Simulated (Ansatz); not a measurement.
Write the native input for Ansatz 0.2.0 that does the following.

```
Task                : elastic constants
Functional          : PBE
Potentials or basis : Ansatz PAW
Cutoff              : 420 eV (not typed: the program's choice for these potentials)
k mesh              : 5 × 5 × 5
Occupations         : fermi-dirac, width 0.05 eV
Spin                : no spin polarisation
Atoms under strain  : relaxed
```

The system is SnTe.

```
Te Sn
1.0
     3.90470    0.00000    0.00000
     0.00000    3.90470    0.00000
     0.00000    0.00000    3.90470
Te Sn
1 1
Cartesian
  1.9524 1.9524 1.9524
  0.0000 0.0000 0.0000
```

Measurements of this composition are mostly on another form, of space group No. 225.

The input as run:

input.yaml

```yaml
crystal:
  lattice:
    - [3.9047, 0.0, 0.0]
    - [0.0, 3.9047, 0.0]
    - [0.0, 0.0, 3.9047]
  atoms:
    - { symbol: Te, position: [0.5, 0.5, 0.5] }
    - { symbol: Sn, position: [0.0, 0.0, 0.0] }
hamiltonian:
  xc: pbe
  pseudopotentials: { kind: paw }
kpoints:
  mp_grid: { grid: [5, 5, 5] }
scf:
  occupations: { method: fermi_dirac, width: 0.05 }
output:
  forces: true
  stress: true
elastic:
  mode: relaxed_ion
  stencil: two_point
```

Potentials or basis: Ansatz PAW.

Command:

```bash
$ ansatz run input.yaml --threads 2 --pin off --max-ram 5632MiB --backend cpu --events-out ev --progress --plain --runs-dir out
```

Results of the run:

```
Pressure                        : -0.5 GPa
Band gap on the k mesh          : none (metal or under the smearing width)
Elastic constants C11, C12, C44 : 63, 34, 24 GPa
Voigt bulk modulus              : 43 GPa
```

Caveat: elastic constants of metals need much finer meshes, so these are rough.

Wall time 3.4 s on 2 threads of Arm Neoverse V2 (shared host), peak memory 0.35 GiB.
